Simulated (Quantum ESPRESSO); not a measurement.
A run of Quantum ESPRESSO 7.5:

File pw.in:

```
&CONTROL
  calculation = 'vc-relax'
  prefix = 'pwscf'
  outdir = './tmp'
  pseudo_dir = './pseudo'
  tprnfor = .true.
  tstress = .true.
  disk_io = 'low'
  nstep = 40
  forc_conv_thr = 0.0004
  etot_conv_thr = 1d-05
/
&SYSTEM
  ibrav = 0
  A = 2.9
  nat = 2
  ntyp = 1
  ecutwfc = 76
  nbnd = 27
  occupations = 'smearing'
  smearing = 'fd'
  degauss = 0.00367493
/
&ELECTRONS
  conv_thr = 4d-10
  electron_maxstep = 120
  mixing_beta = 0.5
/
&IONS
  ion_dynamics = 'bfgs'
/
&CELL
  cell_dynamics = 'bfgs'
  press = 0
  press_conv_thr = 0.3
/
ATOMIC_SPECIES
Au   196.9666 Au.upf
CELL_PARAMETERS alat
   1.0000000000    0.0000000000    0.0000000000
  -0.5000000000    0.8660254038    0.0000000000
   0.0000000000    0.0000000000    1.6827586207
ATOMIC_POSITIONS alat
Au     0.5000000000    0.2886751346    0.4206896552
Au    -0.0000000001    0.5773502692    1.2620689655
K_POINTS automatic
11 11 6 0 0 0
```

Potentials or basis: PseudoDojo 0.4.1 SR PBEsol standard.

The run is started by

```console
$ OMP_NUM_THREADS=1 mpirun -n 2 pw.x -nk 2 -in pw.in > pw.out
```

Hardware: 2 MPI ranks on AMD EPYC 9R45 96-Core Processor (Zen 5), on a shared host.

Question: How long does it take, and how much memory?

Answer: Wall time 82 s on 2 MPI ranks on AMD EPYC 9R45 96-Core Processor (Zen 5), with other jobs on the host, peak memory 0.2 GiB a rank. Counts: scf iterations 47, k pools 2, bands 27, ion steps 7, k points 64, g dense 21495.
